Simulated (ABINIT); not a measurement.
The system is NaCl.

```
Cl Na
1.0
     0.00000    2.79406    2.79406
     2.79406    0.00000    2.79406
     2.79406    2.79406    0.00000
Cl Na
1 1
Cartesian
  2.7941 2.7941 2.7941
  0.0000 0.0000 0.0000
```

The cell is a database's computed one.

Base run:

| Item | Value |
| --- | --- |
| Program | ABINIT 10.8.3 (patched build) |
| Functional | rPW86PBE |
| Potentials or basis | JTH PAW PBE v2.0 |
| Cutoff | 1225 eV |
| k mesh | 8 × 8 × 8 |
| Occupations | fermi-dirac, width 0.05 eV |
| Spin | no spin polarisation |

Its results: band gap on the k mesh 5.10 eV, direct; pressure 1.8 GPa.

Q: The run is repeated on the same cell with these changes: functional from rPW86PBE to PW91. What comes out?

A: Band gap on the k mesh 5.22 eV, direct; pressure 1.6 GPa.

Caveats: the PAW data sets were made with another functional, which shifts forces and pressure a little.
